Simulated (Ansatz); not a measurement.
**SrO: response to strain**

SrO is deformed so: equal xx and yy strain of +2 %. What stress and forces result, by LAPW, PAW and all-electron datasets made for the crystal?

Program: Ansatz 0.2.0. Level of theory: DFT LDA, scalar-relativistic. These are calculated values, not measurements.

## Step 1: The structure to begin with

It takes space group Fm-3m (No. 225, cubic). The conventional cell has a = 5.140 Å, b = 5.140 Å, c = 5.140 Å, α = 90.00°, β = 90.00°, γ = 90.00°. Sr (site symmetry m-3m) is surrounded by 6 O at 2.57 Å. Around O (site symmetry m-3m) lie 6 Sr at 2.57 Å.

Coordinates:

```
CELL_PARAMETERS angstrom
0.00000 2.56980 2.56980
2.56980 0.00000 2.56980
2.56980 2.56980 0.00000
ATOMIC_POSITIONS crystal
Sr 0.00000 0.00000 0.00000
O 0.50000 0.50000 0.50000
```

Atoms are numbered in the order of the input: Sr1, O2.

## Step 2: After the deformation

Space group Fm-3m before, I4/mmm after.

## Step 3: All-electron LAPW

The input, input.yaml:

```yaml
crystal:
  lattice:
    - [0.0, 2.621196, 2.5698]
    - [2.621196, 0.0, 2.5698]
    - [2.621196, 2.621196, 0.0]
  atoms:
    - { symbol: Sr, position: [0.0, 0.0, 0.0] }
    - { symbol: O, position: [0.5, 0.5, 0.5] }
kpoints:
  mp_grid: { grid: [8, 8, 8] }
  band_path:
    path:
      - [0.0, 0.0, 0.0]
      - [0.0, 0.5, 0.5]
      - [0.25, 0.75, 0.5]
      - [0.0, 0.5, 0.0]
      - [0.0, 0.0, 0.0]
      - [0.5, 0.5, 0.0]
      - [0.38005, 0.61995, 0.0]
      - [-0.38005, 0.38005, 0.0]
      - [0.0, 0.0, 0.0]
    npoints: 5
scf:
  occupations: { method: fermi_dirac, width: 0.02 }
hamiltonian:
  xc: lda
  pseudopotentials: { kind: all_electron, lapw: { basis_error: 0.00025 } }
output:
  forces: true
  stress: true
  eigenvalues: true
```

Launch:

```bash
> ansatz run input.yaml --threads 1 --pin off --max-ram 3072MiB --backend cpu --events-out ev --progress --plain --runs-dir out
```

## Step 4: PAW with frozen cores

The input, input.yaml:

```yaml
crystal:
  lattice:
    - [0.0, 2.621196, 2.5698]
    - [2.621196, 0.0, 2.5698]
    - [2.621196, 2.621196, 0.0]
  atoms:
    - { symbol: Sr, position: [0.0, 0.0, 0.0] }
    - { symbol: O, position: [0.5, 0.5, 0.5] }
kpoints:
  mp_grid: { grid: [8, 8, 8] }
scf:
  occupations: { method: fermi_dirac, width: 0.02 }
hamiltonian:
  xc: lda
  pseudopotentials: { kind: paw }
output:
  forces: true
  stress: true
  eigenvalues: true
  efg: { contact_densities: true }
```

## Step 5: All-electron PAW on datasets made for the crystal

Changes to input.yaml since step 4:

```diff
@@ -14,3 +14,3 @@
   xc: lda
-  pseudopotentials: { kind: paw }
+  pseudopotentials: { kind: all_electron, datasets: crystal }
 output:
```

(Steps that only read results are left out.)

Q: Predict the outcome of this session. Wanted: pressure; largest shear or deviatoric stress.

The runs gave:

| quantity | value |
| --- | --- |
| pressure | LAPW -7.16, PAW -7.17, crystal datasets -7.16 GPa |
| largest shear or deviatoric stress (LAPW) | 1.29 GPa |

The largest part of the stress beyond the pressure is 1.29 GPa in size, in the zz component; the atoms are carried along and not relaxed. No run of the undeformed cell stands beside it, so the pressure holds what the given cell had before the change. PAW: stress within 0.01 GPa of LAPW. Crystal datasets: stress within 0.01 GPa of LAPW.
